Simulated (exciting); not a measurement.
Here is an exciting (release sodium) calculation.

File input.xml:

```xml
<input>
  <title>Ce</title>
  <structure speciespath="./" tshift="false">
    <crystal scale="1.88972612463">
      <basevect>0.000000000000 2.580600000000 2.580600000000</basevect>
      <basevect>2.580600000000 0.000000000000 2.580600000000</basevect>
      <basevect>2.580600000000 2.580600000000 0.000000000000</basevect>
    </crystal>
    <species speciesfile="Ce.xml" rmt="2.3">
      <atom coord="0.000000000000 0.000000000000 0.000000000000" bfcmt="0 0 -8"/>
    </species>
  </structure>
  <groundstate do="fromscratch" ngridk="9 9 9" rgkmax="8.5" gmaxvr="14" lmaxapw="10" lmaxmat="10" lmaxvr="8" xctype="GGA_PBE" stype="Methfessel-Paxton 1" swidth="0.00183747" nempty="22" ValenceRelativity="iora*" epsengy="1e-05" epspot="1e-05" maxscl="90" outputlevel="normal">
    <spin reducebf="0.5"/>
  </groundstate>
  <properties>
    <bandstructure>
      <plot1d>
        <path steps="80">
          <point coord="0 0 0" label="G"/>
          <point coord="0.5 0 0.5" label="X"/>
          <point coord="0.5 0.25 0.75" label="W"/>
          <point coord="0.375 0.375 0.75" label="K"/>
          <point coord="0 0 0" label="G"/>
          <point coord="0.5 0.5 0.5" label="L"/>
          <point coord="0.625 0.25 0.625" label="U"/>
          <point coord="0.5 0.25 0.75" label="W"/>
          <point coord="0.5 0.5 0.5" label="L"/>
          <point coord="0.375 0.375 0.75" label="K" breakafter="true"/>
          <point coord="0.625 0.25 0.625" label="U"/>
          <point coord="0.5 0 0.5" label="X"/>
        </path>
      </plot1d>
    </bandstructure>
    <chargedensityplot>
      <plot3d>
        <box grid="19 19 19">
          <origin coord="0 0 0"/>
          <point coord="1 0 0"/>
          <point coord="0 1 0"/>
          <point coord="0 0 1"/>
        </box>
      </plot3d>
    </chargedensityplot>
    <elfplot>
      <plot3d>
        <box grid="19 19 19">
          <origin coord="0 0 0"/>
          <point coord="1 0 0"/>
          <point coord="0 1 0"/>
          <point coord="0 0 1"/>
        </box>
      </plot3d>
    </elfplot>
    <exccplot>
      <plot3d>
        <box grid="19 19 19">
          <origin coord="0 0 0"/>
          <point coord="1 0 0"/>
          <point coord="0 1 0"/>
          <point coord="0 0 1"/>
        </box>
      </plot3d>
    </exccplot>
  </properties>
</input>
```

Potentials or basis: all-electron LAPW+lo, shipped species files, valence relativity iora*.

Run with:

```bash
$ OMP_NUM_THREADS=1 exciting_smp
```

Estimate the net moment.

0.87 μB per cell.

Predict the site moments.

Ce +0.66 μB.

Levels at the corners of the path, in eV from the Fermi level:
Spin up:
| point | band 4 | band 5 | band 6 | band 7 | band 8 | band 9 |
| --- | --- | --- | --- | --- | --- | --- |
| Γ | -16.87 | -3.43 | -0.31 | 0.09 | 0.09 | 0.09 |
| X | -17.37 | -2.11 | -1.55 | 0.21 | 0.27 | 0.30 |
| W | -17.41 | -0.95 | -0.10 | -0.10 | 0.08 | 0.30 |
| K | -17.27 | -1.47 | -0.45 | 0.14 | 0.22 | 0.27 |
| Γ | -16.87 | -3.43 | -0.31 | 0.09 | 0.09 | 0.09 |
| L | -17.05 | -1.89 | -0.20 | 0.20 | 0.20 | 0.21 |
| U | -17.27 | -1.47 | -0.45 | 0.14 | 0.22 | 0.27 |
| W | -17.41 | -0.95 | -0.10 | -0.10 | 0.08 | 0.30 |
| L | -17.05 | -1.89 | -0.20 | 0.20 | 0.20 | 0.21 |
| K | -17.27 | -1.47 | -0.45 | 0.14 | 0.22 | 0.27 |
| U | -17.27 | -1.47 | -0.45 | 0.14 | 0.22 | 0.27 |
| X | -17.37 | -2.11 | -1.55 | 0.21 | 0.27 | 0.30 |
Spin down:
| point | band 3 | band 4 | band 5 | band 6 | band 7 | band 8 |
| --- | --- | --- | --- | --- | --- | --- |
| Γ | -16.57 | -16.57 | -3.18 | 0.26 | 0.60 | 0.60 |
| X | -17.08 | -17.08 | -1.94 | -1.27 | 0.57 | 0.62 |
| W | -17.51 | -17.11 | -0.76 | 0.27 | 0.27 | 0.36 |
| K | -17.41 | -16.97 | -1.25 | -0.19 | 0.53 | 0.56 |
| Γ | -16.57 | -16.57 | -3.18 | 0.26 | 0.60 | 0.60 |
| L | -16.75 | -16.75 | -1.61 | 0.30 | 0.54 | 0.54 |
| U | -17.41 | -16.97 | -1.25 | -0.19 | 0.53 | 0.56 |
| W | -17.51 | -17.11 | -0.76 | 0.27 | 0.27 | 0.36 |
| L | -16.75 | -16.75 | -1.61 | 0.30 | 0.54 | 0.54 |
| K | -17.41 | -16.97 | -1.25 | -0.19 | 0.53 | 0.56 |
| U | -17.41 | -16.97 | -1.25 | -0.19 | 0.53 | 0.56 |
| X | -17.08 | -17.08 | -1.94 | -1.27 | 0.57 | 0.62 |

Caveat: the magnetic or orbital state may not be the lowest; spin-orbit coupling is left out, which moves the levels of the heavy elements. The state reached can hang on the start; a lower one may exist.
